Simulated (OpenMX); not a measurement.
# Re (P6_3/mmc) in OpenMX: notebook, part 2 of 2

OpenMX 3.8.5. Earlier steps stand in the parts before.

### Step 3. Single point, LDA, 14.71 Å³/atom

Re.dat reads:

```
System.CurrrentDirectory             ./
System.Name                          Re
DATA.PATH                            ./DFT_DATA13
level.of.stdout                      1
level.of.fileout                     0
Species.Number                       1
<Definition.of.Atomic.Species
  Re  Re7.0-s3p2d2f1         Re_CA13
Definition.of.Atomic.Species>

Atoms.Number                         2
Atoms.SpeciesAndCoordinates.Unit     FRAC
<Atoms.SpeciesAndCoordinates
    1  Re    0.6666666667    0.3333333333    0.7500000000   7.500  7.500
    2  Re    0.3333333333    0.6666666667    0.2500000000   7.500  7.500
Atoms.SpeciesAndCoordinates>

Atoms.UnitVectors.Unit               Ang
<Atoms.UnitVectors
     2.7608000000    0.0000000000    0.0000000000
    -1.3804000000    2.3909229348    0.0000000000
     0.0000000000    0.0000000000    4.4582000000
Atoms.UnitVectors>

scf.XcType                           LDA
scf.SpinPolarization                 off
scf.ElectronicTemperature            580.226
scf.energycutoff                     400.0
scf.maxIter                          100
scf.EigenvalueSolver                 band
scf.Kgrid                            11 11 7
scf.Mixing.Type                      rmm-diisk
scf.Init.Mixing.Weight               0.05
scf.Min.Mixing.Weight                0.001
scf.Max.Mixing.Weight                0.3
scf.Mixing.History                   25
scf.Mixing.StartPulay                8
scf.criterion                        1.0e-8
MD.Type                              nomd
```

Potentials or basis: OpenMX 2013 LDA set, Re7.0-s3p2d2f1, fixed grid of 28 × 28 × 54 points.

On the command line:

```
$ openmx Re.dat -nt 1 > Re.std
```

Re.out:

```text
Required cutoff energy (Ryd) for 3D-grids = 400.0000
      Used cutoff energy (Ryd) for 3D-grids = 379.0417, 379.0417, 405.4810
  Num. of grids of a-, b-, and c-axes = 28, 28, 54

  Num.Grid1.    28
  Num.Grid2.    28
  Num.Grid3.    54

  Cell_Volume =    198.589635698649 (Bohr^3)
  GridVol     =      0.004690798273 (Bohr^3)
  Cell vectors (bohr) of the grid cell (gtv)
    gtv_a =  0.186326982474,  0.000000000000,  0.000000000000
    gtv_b = -0.093163491237,  0.161363900235,  0.000000000000
    gtv_c =  0.000000000000,  0.000000000000,  0.156014377820
    |gtv_a| =  0.186326982474
    |gtv_b| =  0.186326982476
    |gtv_c| =  0.156014377820
[... 241 lines left out ...]
  dxz         0    0.526810524  0.526810524   1.053621048   0.000000000
  dyz         0    0.526811305  0.526811305   1.053622609   0.000000000
   sum over m      2.650781397  2.650781397   5.301562793   0.000000000
  d3z^2-r^2   1   -0.000214609 -0.000214609  -0.000429219   0.000000000
  dx^2-y^2    1   -0.000420861 -0.000420861  -0.000841723   0.000000000
  dxy         1   -0.000420733 -0.000420733  -0.000841466   0.000000000
  dxz         1    0.001326489  0.001326489   0.002652978   0.000000000
  dyz         1    0.001326266  0.001326266   0.002652531   0.000000000
   sum over m      0.001596551  0.001596551   0.003193102   0.000000000
   sum over m+mul  2.652377947  2.652377947   5.304755895   0.000000000
  f5z^2-3r^2  0    0.025230101  0.025230101   0.050460202   0.000000000
  f5xz^2-xr^2 0    0.010686361  0.010686361   0.021372722   0.000000000
  f5yz^2-yr^2 0    0.010686386  0.010686386   0.021372773   0.000000000
  fzx^2-zy^2  0    0.020042630  0.020042630   0.040085260   0.000000000
  fxyz        0    0.020042565  0.020042565   0.040085130   0.000000000
  fx^3-3*xy^2 0    0.008162668  0.008162668   0.016325335   0.000000000
  f3yx^2-y^3  0    0.023952933  0.023952933   0.047905865   0.000000000
   sum over m      0.118803644  0.118803644   0.237607288   0.000000000
   sum over m+mul  0.118803644  0.118803644   0.237607288   0.000000000

***********************************************************
       xyz-coordinates (Ang) and forces (Hartree/Bohr)
***********************************************************

<coordinates.forces
  2
    1    Re     1.38040   0.79697   3.34365  -0.000000034930  0.000869300680  0.000000002816
    2    Re    -0.00000   1.59395   1.11455   0.000000034930 -0.000869300680 -0.000000002816
coordinates.forces>

***********************************************************
       Fractional coordinates of the final structure
***********************************************************

     1     Re     0.66666666670000   0.33333333330000   0.75000000000000
     2     Re     0.33333333330000   0.66666666670000   0.25000000000000
```

Run time: 2.7 min. Hardware: 1 thread of Arm Neoverse V2, shared host; peak memory 0.83 GiB.

What came out:

```yaml
Free_energy: -4531.2865 eV
Largest_force: 0.045 eV/Å
Band_gap_on_the_k_mesh: none (metal or under the smearing width)
```

Caveat: the basis of atomic orbitals isn't converged, which shifts pressures, moduli and gaps.

### Step 4. Single point, LDA, 14.42 Å³/atom (volume scaled by 0.98)

Re.dat, as its differences from that of step 3:

```diff
@@ -19,5 +19,5 @@
 <Atoms.UnitVectors
-     2.7608000000    0.0000000000    0.0000000000
-    -1.3804000000    2.3909229348    0.0000000000
-     0.0000000000    0.0000000000    4.4582000000
+     2.7422705826    0.0000000000    0.0000000000
+    -1.3711352913    2.3748759886    0.0000000000
+     0.0000000000    0.0000000000    4.4282782931
 Atoms.UnitVectors>
@@ -27,3 +27,2 @@
 scf.ElectronicTemperature            580.226
-scf.energycutoff                     400.0
 scf.maxIter                          100
@@ -39 +38,3 @@
 MD.Type                              nomd
+scf.Ngrid                            28 28 54
+scf.energycutoff                     400.0
```

On the command line:

```
$ openmx Re.dat -nt 1 > Re.std
```

It took 2.6 min on 1 thread of Arm Neoverse V2, shared host; peak memory 0.83 GiB.

Results (log left out):

| Property | Result |
| --- | --- |
| Free energy | -4531.3098 eV |
| Largest force | 0.046 eV/Å |
| Band gap on the k mesh | none (metal or under the smearing width) |

Caveat: the basis of atomic orbitals isn't converged, which shifts pressures, moduli and gaps.

### Step 5. Single point, LDA, 15.01 Å³/atom (volume scaled by 1.02)

Re.dat, as its differences from that of step 4:

```diff
@@ -19,5 +19,5 @@
 <Atoms.UnitVectors
-     2.7422705826    0.0000000000    0.0000000000
-    -1.3711352913    2.3748759886    0.0000000000
-     0.0000000000    0.0000000000    4.4282782931
+     2.7790839766    0.0000000000    0.0000000000
+    -1.3895419883    2.4067573230    0.0000000000
+     0.0000000000    0.0000000000    4.4877253638
 Atoms.UnitVectors>
```

On the command line:

```
$ openmx Re.dat -nt 1 > Re.std
```

Run time: 2.6 min. Hardware: 1 thread of Arm Neoverse V2, shared host; peak memory 0.81 GiB.

It converged, with:

```yaml
Free_energy: -4531.2360 eV
Largest_force: 0.042 eV/Å
Band_gap_on_the_k_mesh: none (metal or under the smearing width)
```

Caveat: the basis of atomic orbitals isn't converged, which shifts pressures, moduli and gaps.

### Step 6. Single point, LDA, 14.13 Å³/atom (volume scaled by 0.96)

Re.dat, as its differences from that of step 5:

```diff
@@ -19,5 +19,5 @@
 <Atoms.UnitVectors
-     2.7790839766    0.0000000000    0.0000000000
-    -1.3895419883    2.4067573230    0.0000000000
-     0.0000000000    0.0000000000    4.4877253638
+     2.7234873179    0.0000000000    0.0000000000
+    -1.3617436590    2.3586092042    0.0000000000
+     0.0000000000    0.0000000000    4.3979466679
 Atoms.UnitVectors>
```

Potentials or basis: OpenMX 2013 LDA set, Re7.0-s3p2d2f1, fixed grid of 28 × 28 × 54 points.

On the command line:

```
$ openmx Re.dat -nt 1 > Re.std
```

It took 2.8 min on 1 thread of Arm Neoverse V2, shared host; peak memory 0.84 GiB.

It converged, with:

```yaml
Free_energy: -4531.3029 eV
Largest_force: 0.049 eV/Å
Band_gap_on_the_k_mesh: none (metal or under the smearing width)
```

Caveat: the basis of atomic orbitals isn't converged, which shifts pressures, moduli and gaps.

### Step 7. Single point, LDA, 15.30 Å³/atom (volume scaled by 1.04)

Re.dat, as its differences from that of step 6:

```diff
@@ -19,5 +19,5 @@
 <Atoms.UnitVectors
-     2.7234873179    0.0000000000    0.0000000000
-    -1.3617436590    2.3586092042    0.0000000000
-     0.0000000000    0.0000000000    4.3979466679
+     2.7971304821    0.0000000000    0.0000000000
+    -1.3985652410    2.4223860552    0.0000000000
+     0.0000000000    0.0000000000    4.5168672541
 Atoms.UnitVectors>
```

On the command line:

```
$ openmx Re.dat -nt 1 > Re.std
```

Run time: 2.5 min. Hardware: 1 thread of Arm Neoverse V2, shared host; peak memory 0.8 GiB.

Results (log left out):

| Quantity | Value |
| --- | --- |
| Free energy | -4531.1611 eV |
| Largest force | 0.040 eV/Å |
| Band gap on the k mesh | none (metal or under the smearing width) |

Caveat: the basis of atomic orbitals isn't converged, which shifts pressures, moduli and gaps.

### Step 8. Single point, LDA, 13.83 Å³/atom (volume scaled by 0.94)

Re.dat, as its differences from that of step 7:

```diff
@@ -19,5 +19,5 @@
 <Atoms.UnitVectors
-     2.7971304821    0.0000000000    0.0000000000
-    -1.3985652410    2.4223860552    0.0000000000
-     0.0000000000    0.0000000000    4.5168672541
+     2.7044413289    0.0000000000    0.0000000000
+    -1.3522206645    2.3421148939    0.0000000000
+     0.0000000000    0.0000000000    4.3671907899
 Atoms.UnitVectors>
```

On the command line:

```
$ openmx Re.dat -nt 1 > Re.std
```

It took 2.7 min on 1 thread of Arm Neoverse V2, shared host; peak memory 0.85 GiB.

Results (log left out):

| Item | Value |
| --- | --- |
| Free energy | -4531.2615 eV |
| Largest force | 0.051 eV/Å |
| Band gap on the k mesh | none (metal or under the smearing width) |

Caveat: the basis of atomic orbitals isn't converged, which shifts pressures, moduli and gaps.

### Step 9. Single point, LDA, 15.60 Å³/atom (volume scaled by 1.06)

Re.dat, as its differences from that of step 8:

```diff
@@ -19,5 +19,5 @@
 <Atoms.UnitVectors
-     2.7044413289    0.0000000000    0.0000000000
-    -1.3522206645    2.3421148939    0.0000000000
-     0.0000000000    0.0000000000    4.3671907899
+     2.8149470801    0.0000000000    0.0000000000
+    -1.4074735401    2.4378156817    0.0000000000
+     0.0000000000    0.0000000000    4.5456378849
 Atoms.UnitVectors>
```

Potentials or basis: OpenMX 2013 LDA set, Re7.0-s3p2d2f1, fixed grid of 28 × 28 × 54 points.

On the command line:

```
$ openmx Re.dat -nt 1 > Re.std
```

Run time: 2.2 min. Hardware: 1 thread of Arm Neoverse V2, shared host; peak memory 0.75 GiB.

Results (log left out):

* Free energy: -4531.0645 eV
* Largest force: 0.038 eV/Å
* Band gap on the k mesh: none (metal or under the smearing width)

Caveat: the basis of atomic orbitals isn't converged, which shifts pressures, moduli and gaps.

### Step 10. Equation of state, LDA

No new run: the results of the series are fitted here.

It converged, with:

```
Equilibrium volume                        : 14.34 Å³/atom
Bulk modulus at fixed shape and positions : 416 GPa
Pressure derivative of the bulk modulus   : 4.5
```

Energy against volume, from the lowest point:
| volume (Å³/atom) | energy (meV/atom) |
| --- | --- |
| 13.831 | 24.12 |
| 14.125 | 3.45 |
| 14.420 | 0.00 |
| 14.714 | 11.66 |
| 15.008 | 36.87 |
| 15.303 | 74.35 |
| 15.597 | 122.65 |

Caveat: volumes in these bases differ from converged ones by about 1 %, for some elements by several; the cell was scaled at fixed shape and fractional positions, which overstates the stiffness of a crystal with free parameters, most of all of layers and chains; the basis of atomic orbitals isn't converged, which shifts pressures, moduli and gaps. Spin-orbit coupling is left out, which matters for the levels of Re.

### Step 11. The reference run

An earlier run on the cell as given: functional PBE; potentials or basis OpenMX 2013 PBE set, Re7.0-s3p2d2f1, grid cutoff 400 Ry; k mesh 11 × 11 × 7; occupations fermi-dirac, width 0.05 eV; no spin polarisation.

* Pressure: 5.9 GPa
* Largest force: 0.043 eV/Å
* Band gap on the k mesh: none (metal or under the smearing width)

### Step 12. The runs side by side

```csv
task,level,potentials or basis,max SCF cycles,"grid points, held for all volumes",pressure (GPa),largest force (eV/Å)
band structure,LDA,"OpenMX 2013 LDA set, Re7.0-s3p2d2f1, grid cutoff 400 Ry",100,-,-10.1,0.04
equation of state,LDA,"OpenMX 2013 LDA set, Re7.0-s3p2d2f1, fixed grid of 28 × 28 × 54 points",-,28 × 28 × 54,-,-
single point,PBE,"OpenMX 2013 PBE set, Re7.0-s3p2d2f1, grid cutoff 400 Ry",100,-,5.9,0.04
```

Alike in all rows: no spin polarisation; cell as given; k mesh 11 × 11 × 7; smearing fermi-dirac 0.05 eV.

Caveats: the basis of atomic orbitals isn't converged, which shifts pressures, moduli and gaps; spin-orbit coupling is left out, which moves the levels of the heavy elements (some runs); volumes in these bases differ from converged ones by about 1 %, for some elements by several (some runs); the cell was scaled at fixed shape and fractional positions, which overstates the stiffness of a crystal with free parameters, most of all of layers and chains (some runs).

Absolute energies hang on the potentials; compare differences alone.
